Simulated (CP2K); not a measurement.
# ZnS (F-43m) in CP2K: reference runs

Aim: a first look at ZnS with PBE, on the cell as given and on a disturbed one.

All numbers are computed with CP2K 2026.2; they aren't measurements. Logs are shortened: lines on timing, memory, paths and dates and some standing lists are left out, and cuts for length are marked.

**The experiment to reproduce.**

“Electronic, vibrational, and thermodynamic properties of ZnS (zincblende and rocksalt structure)”, 2009, arxiv:0911.5022 quotes, for a bulk crystal of ZnS at 19 K: band gap 3.85 eV (direct).

The results are compared with them further down.

**1. The structure**

Symmetry: F-43m, No. 216, cubic system. The conventional cell has a = 5.404 Å, b = 5.404 Å, c = 5.404 Å, α = 90.00°, β = 90.00°, γ = 90.00°. Around Zn (site symmetry -43m) lie 4 S at 2.34 Å. S (site symmetry -43m) has 4 Zn at 2.34 Å as nearest neighbours.

**2. Single point, PBE**

File zns_scf.inp:

```
&GLOBAL
  PROJECT zns_scf
  RUN_TYPE ENERGY_FORCE
  PRINT_LEVEL LOW
&END GLOBAL
&FORCE_EVAL
  METHOD QS
  STRESS_TENSOR ANALYTICAL
  &DFT
    BASIS_SET_FILE_NAME BASIS_MOLOPT_UZH
    POTENTIAL_FILE_NAME POTENTIAL_UZH
    &MGRID
      CUTOFF 450
      REL_CUTOFF 60
      NGRIDS 4
    &END MGRID
    &QS
      METHOD GPW
      EPS_DEFAULT 1.0E-10
    &END QS
    &KPOINTS
      SCHEME MONKHORST-PACK 9 9 9
      GAMMA_CENTERED T
      SYMMETRY T
      SYMMETRY_BACKEND SPGLIB
    &END KPOINTS
    &SCF
      SCF_GUESS ATOMIC
      EPS_SCF 1.0E-6
      MAX_SCF 100
      ADDED_MOS 10
      CHOLESKY OFF
      EPS_EIGVAL 1.0E-7
      &DIAGONALIZATION ON
        ALGORITHM STANDARD
      &END DIAGONALIZATION
      &MIXING ON
        METHOD BROYDEN_MIXING
        ALPHA 0.4
        BETA 1.5
        NBUFFER 8
      &END MIXING
      &SMEAR ON
        METHOD FERMI_DIRAC
        ELECTRONIC_TEMPERATURE [K] 580.226
      &END SMEAR
    &END SCF
    &XC
      &XC_FUNCTIONAL
        &GGA_X_PBE
        &END GGA_X_PBE
        &GGA_C_PBE
        &END GGA_C_PBE
      &END XC_FUNCTIONAL
    &END XC
    &PRINT
      &KPOINTS ON
      &END KPOINTS
      &MULLIKEN ON
      &END MULLIKEN
      &MO ON
        ENERGIES T
        OCCUPATION_NUMBERS T
        &EACH
          QS_SCF 0
        &END EACH
        ADD_LAST NUMERIC
      &END MO
      &LOWDIN ON
      &END LOWDIN
      &HIRSHFELD ON
        SHAPE_FUNCTION DENSITY
      &END HIRSHFELD
      &E_DENSITY_CUBE ON
        STRIDE 1
      &END E_DENSITY_CUBE
      &V_HARTREE_CUBE ON
        STRIDE 1
      &END V_HARTREE_CUBE
      &ELF_CUBE ON
        STRIDE 1
      &END ELF_CUBE
    &END PRINT
  &END DFT
  &SUBSYS
    &CELL
      A 3.8212050455 0.0000000000 0.0000000000
      B 1.9106025228 3.3092606425 0.0000000000
      C 1.9106025228 1.1030868808 3.1200008547
      PERIODIC XYZ
    &END CELL
    &COORD
      SCALED
      Zn  0.7500000000 0.7500000000 0.7500000000
      S   0.0000000000 0.0000000000 0.0000000000
    &END COORD
    &KIND Zn
      BASIS_SET TZVP-MOLOPT-PBE-GTH-q12
      POTENTIAL GTH-PBE-q12
    &END KIND
    &KIND S
      BASIS_SET TZVP-MOLOPT-PBE-GTH-q6
      POTENTIAL GTH-PBE-q6
    &END KIND
    &PRINT
      &ATOMIC_COORDINATES ON
      &END ATOMIC_COORDINATES
      &CELL ON
      &END CELL
    &END PRINT
  &END SUBSYS
  &PRINT
    &FORCES ON
    &END FORCES
    &STRESS_TENSOR ON
    &END STRESS_TENSOR
  &END PRINT
&END FORCE_EVAL
```

Potentials or basis: POTENTIAL_UZH Zn GTH-PBE-q12, S GTH-PBE-q6; TZVP-MOLOPT-PBE-GTH basis.

Launch:

```
OMP_NUM_THREADS=1 cp2k.psmp -i zns_scf.inp -o zns_scf.out
```

zns_scf.out:

```text

 CP2K| version string:                                       CP2K version 2026.2
 CP2K| Input file name                                               zns_scf.inp

 GLOBAL| Force Environment number                                              1
 GLOBAL| Basis set file name                                    BASIS_MOLOPT_UZH
 GLOBAL| Potential file name                                       POTENTIAL_UZH
 GLOBAL| MM Potential file name                                     MM_POTENTIAL
 GLOBAL| Coordinate file name                                      __STD_INPUT__
 GLOBAL| Method name                                                        CP2K
 GLOBAL| Project name                                                    zns_scf
 GLOBAL| Run type                                                   ENERGY_FORCE
 GLOBAL| FFT library                                                       FFTW3
[... 8 lines left out ...]
 GLOBAL| CPU model name                                                  UNKNOWN

 CELL| Volume [angstrom^3]:                                            39.453545
 CELL| Vector a [angstrom]:       3.821     0.000     0.000   |a| =     3.821205
 CELL| Vector b [angstrom]:       1.911     3.309     0.000   |b| =     3.821205
 CELL| Vector c [angstrom]:       1.911     1.103     3.120   |c| =     3.821205
 CELL| Angle (b,c), alpha [degree]:                                    60.000000
 CELL| Angle (a,c), beta  [degree]:                                    60.000000
 CELL| Angle (a,b), gamma [degree]:                                    60.000000
 CELL| Numerically orthorhombic:                                              NO
 CELL| Periodicity                                                           XYZ

 CELL_REF| Volume [angstrom^3]:                                        39.453545
 CELL_REF| Vector a [angstrom     3.821     0.000     0.000   |a| =     3.821205
 CELL_REF| Vector b [angstrom     1.911     3.309     0.000   |b| =     3.821205
 CELL_REF| Vector c [angstrom     1.911     1.103     3.120   |c| =     3.821205
 CELL_REF| Angle (b,c), alpha [degree]:                                60.000000
 CELL_REF| Angle (a,c), beta  [degree]:                                60.000000
 CELL_REF| Angle (a,b), gamma [degree]:                                60.000000
 CELL_REF| Numerically orthorhombic:                                          NO
 CELL_REF| Periodicity                                                       XYZ

[... 9 lines left out ...]

  Total number of            - Atomic kinds:                                   2
                             - Atoms:                                          2
                             - Shell sets:                                     2
                             - Shells:                                        17
                             - Primitive Cartesian functions:                 10
                             - Cartesian basis functions:                     58
                             - Spherical basis functions:                     51

  Maximum angular momentum of- Orbital basis functions:                        3
                             - Local part of the GTH pseudopotential:          0
                             - Non-local part of the GTH pseudopotential:      4

 MODULE QUICKSTEP: ATOMIC COORDINATES IN ANGSTROM
[... 116 lines left out ...]
  Self energy of the core charge distribution:               -103.95351618674722
  Core Hamiltonian energy:                                     30.94125766588930
  Hartree energy:                                              13.47157656128116
  Exchange-correlation energy:                                -11.29935375237690
  Electronic entropic energy:                                  -0.00000000000049
  Fermi energy:                                                 0.15791738793703

  Total energy:                                               -70.84003571058558
  Total energy (extrapolated to T->0):                        -70.84003571058534

 MO| EIGENVALUES AND OCCUPATION NUMBERS FOR K POINT 1
 MO|
 MO|  Index      Eigenvalue [a.u.]        Eigenvalue [eV]             Occupation
 MO|      1              -0.332084              -9.036461               2.000000
 MO|      2              -0.112358              -3.057418               2.000000
 MO|      3              -0.112358              -3.057417               2.000000
 MO|      4              -0.097220              -2.645493               2.000000
 MO|      5              -0.097219              -2.645456               2.000000
 MO|      6              -0.097219              -2.645456               2.000000
[... 348 lines left out ...]
 MO|     18               0.816253              22.211366               0.000000
 MO|     19               0.855802              23.287548               0.000000
 MO| Sum:                                                              18.000000
 MO| E(Fermi):            0.157917 a.u.          4.297151 eV
 MO| Band gap:            0.250990 a.u.          6.829789 eV

 [... the levels of further k-points ...]

 The electron density is written in Cube    file format to the file:

 zns_scf-ELECTRON_DENSITY-1_0.cube

 !-----------------------------------------------------------------------------!
                     Mulliken Population Analysis

 #  Atom  Element  Kind  Atomic population                           Net charge
       1     Zn       1         11.604185                              0.395815
       2     S        2          6.395815                             -0.395815
 # Total charge                             18.000000                 -0.000000

 !-----------------------------------------------------------------------------!

 !-----------------------------------------------------------------------------!
                           Hirshfeld Charges

  #Atom  Element  Kind  Ref Charge     Population                    Net charge
      1       Zn     1      12.000         11.762                         0.238
      2       S      2       6.000          6.238                        -0.238

  Total Charge                                                           -0.000
 !-----------------------------------------------------------------------------!

 LOWDIN POPULATION ANALYSIS

 #  Atom  Element  Kind  Atomic population                           Net charge
       1     Zn       1         13.332560                             -1.332560
       2     S        2          4.667440                              1.332560
 # Total charge                             18.000000                  0.000000

               ----- ELF is computed on the real space grid -----

 ELF is written in Cube    file format to the file:

 zns_scf-ELF_S1-1_0.cube

 ENERGY| Total FORCE_EVAL ( QS ) energy [hartree]            -70.840035252343284

 FORCES| Atomic forces [hartree/bohr]
 FORCES|   Atom     x               y               z               |f|
 FORCES|      1 -2.38118255E-06 -1.37476908E-06 -9.70574166E-07   2.91582486E-06
 FORCES|      2  2.43796082E-06  1.40753508E-06  9.93749416E-07   2.98535523E-06
 FORCES| Sum     5.67782624E-08  3.27660034E-08  2.31752500E-08
 FORCES| Total atomic force                                       6.95303838E-08

 STRESS| Analytical stress tensor [bar]
 STRESS|                        x                   y                   z
 STRESS|      x        2.04125656217E+04   2.38792769746E+00   1.69618541712E+00
 STRESS|      y        2.38792769746E+00   2.04098838193E+04   9.22487175880E-01
 STRESS|      z        1.69618541712E+00   9.22487175880E-01   2.04091962534E+04
 STRESS| 1/3 Trace                                             2.04105485648E+04
 STRESS| Determinant                                           8.50284022607E+12

 STRESS| Eigenvectors and eigenvalues of the analytical stress tensor [bar]
 STRESS|                        1                   2                   3
 STRESS| Eigenvalues   2.04084406694E+04   2.04085582746E+04   2.04146467504E+04
 STRESS|      x          -0.572762975124      0.086140586951      0.815182417381
 STRESS|      y           0.573079408405     -0.668971229026      0.473347109843
 STRESS|      z           0.586107981510      0.738279956395      0.333796554799
```

Run time: 85 s. Hardware: 1 thread of Arm Neoverse V1, shared host; peak memory 0.34 GiB.

Results:

| Item | Value |
| --- | --- |
| Free energy | -1927.6554 eV |
| Pressure | 2.0 GPa |
| Band gap on the k mesh | 2.07 eV, direct |
| Mulliken charges | Zn +0.40; S -0.40 e |
| Hirshfeld charges | Zn +0.24; S -0.24 e |

Caveat: Mulliken charges move with the basis; the basis of atomic orbitals isn't converged, which shifts pressures, moduli and gaps.

**3. Single point, PBE (atoms moved at random, drawn with an rms of 0.05 Å)**

zns_scf.inp: that of step 2 with these lines changed.

```diff
@@ -48,7 +48,3 @@
     &XC
-      &XC_FUNCTIONAL
-        &GGA_X_PBE
-        &END GGA_X_PBE
-        &GGA_C_PBE
-        &END GGA_C_PBE
+      &XC_FUNCTIONAL PBE
       &END XC_FUNCTIONAL
@@ -86,5 +82,4 @@
     &CELL
-      A 3.8212050455 0.0000000000 0.0000000000
-      B 1.9106025228 3.3092606425 0.0000000000
-      C 1.9106025228 1.1030868808 3.1200008547
+      ABC 3.8212050455 3.8212050455 3.8212050455
+      ALPHA_BETA_GAMMA 60.0000000001 59.9999999995 59.9999999996
       PERIODIC XYZ
@@ -92,5 +87,4 @@
     &COORD
-      SCALED
-      Zn  0.7500000000 0.7500000000 0.7500000000
-      S   0.0000000000 0.0000000000 0.0000000000
+      Zn  5.6763351347 3.2860869933 2.3331241591
+      S   -0.0345341406 0.0261552930 -0.0369751301
     &END COORD
```

Potentials or basis: POTENTIAL_UZH Zn GTH-PBE-q12, S GTH-PBE-q6; TZVP-MOLOPT-PBE-GTH basis.

Launch:

```
OMP_NUM_THREADS=1 cp2k.psmp -i zns_scf.inp -o zns_scf.out
```

zns_scf.out:

```text

 CP2K| version string:                                       CP2K version 2026.2
 CP2K| Input file name                                               zns_scf.inp

 GLOBAL| Force Environment number                                              1
 GLOBAL| Basis set file name                                    BASIS_MOLOPT_UZH
 GLOBAL| Potential file name                                       POTENTIAL_UZH
 GLOBAL| MM Potential file name                                     MM_POTENTIAL
 GLOBAL| Coordinate file name                                      __STD_INPUT__
 GLOBAL| Method name                                                        CP2K
 GLOBAL| Project name                                                    zns_scf
 GLOBAL| Run type                                                   ENERGY_FORCE
 GLOBAL| FFT library                                                       FFTW3
[... 8 lines left out ...]
 GLOBAL| CPU model name                                                  UNKNOWN

 CELL| Volume [angstrom^3]:                                            39.453545
 CELL| Vector a [angstrom]:       3.821     0.000     0.000   |a| =     3.821205
 CELL| Vector b [angstrom]:       1.911     3.309     0.000   |b| =     3.821205
 CELL| Vector c [angstrom]:       1.911     1.103     3.120   |c| =     3.821205
 CELL| Angle (b,c), alpha [degree]:                                    60.000000
[... 566 lines left out ...]

               ----- ELF is computed on the real space grid -----

 ELF is written in Cube    file format to the file:

 zns_scf-ELF_S1-1_0.cube

 ENERGY| Total FORCE_EVAL ( QS ) energy [hartree]            -70.839670989447214

 FORCES| Atomic forces [hartree/bohr]
 FORCES|   Atom     x               y               z               |f|
 FORCES|      1  2.58087584E-03  5.54723069E-03 -4.25634655E-03   7.45313185E-03
 FORCES|      2 -2.22267443E-03 -6.63885987E-03  3.69591711E-03   7.91672567E-03
 FORCES| Sum     3.58201413E-04 -1.09162918E-03 -5.60429439E-04
 FORCES| Total atomic force                                       1.27829718E-03

 STRESS| Analytical stress tensor [bar]
 STRESS|                        x                   y                   z
 STRESS|      x        1.49127151397E+04  -4.05449685600E+03  -2.40001600405E+03
 STRESS|      y       -4.05449685600E+03   3.74832775888E+04  -7.72631903493E+03
 STRESS|      z       -2.40001600405E+03  -7.72631903493E+03   1.28896254170E+04
 STRESS| 1/3 Trace                                             2.17618727152E+04
 STRESS| Determinant                                           5.73661448835E+12

 STRESS| Eigenvectors and eigenvalues of the analytical stress tensor [bar]
 STRESS|                        1                   2                   3
 STRESS| Eigenvalues   8.67256948660E+03   1.64831244565E+04   4.01299242024E+04
 STRESS|      x           0.501526010719      0.855454698350     -0.129108170315
 STRESS|      y           0.289238659006     -0.025148809387      0.956926609267
 STRESS|      z           0.815360447108     -0.517266658945     -0.260043351837
```

It took 2 min on 1 thread of Arm Neoverse V1, shared host; peak memory 0.4 GiB.

Results:

* Free energy: -1927.6455 eV
* Pressure: 2.2 GPa
* Largest force: 0.407 eV/Å
* Band gap on the k mesh: 2.03 eV, direct
* Mulliken charges: Zn +0.39; S -0.39 e
* Hirshfeld charges: Zn +0.24; S -0.24 e

Forces on the atoms (eV/Å):
```
Zn   0.133  0.285 -0.219
S   -0.114 -0.341  0.190
```

Caveat: Mulliken charges move with the basis; the basis of atomic orbitals isn't converged, which shifts pressures, moduli and gaps.

**4. Against experiment**

Step 2. Against the measured gap of ZnS, 3.85 eV (direct; 19 K; quoted in “Electronic, vibrational, and thermodynamic properties of ZnS (zincblende and rocksalt structure)”, 2009, arxiv:0911.5022), the calculated 2.07 eV is off by -1.78 eV. The value is that of PBE in an atomic basis (POTENTIAL_UZH Zn GTH-PBE-q12, S GTH-PBE-q6; TZVP-MOLOPT-PBE-GTH basis), whose error adds to the functional's,, without temperature or zero-point motion. Semilocal functionals fall short of measured gaps as a rule.
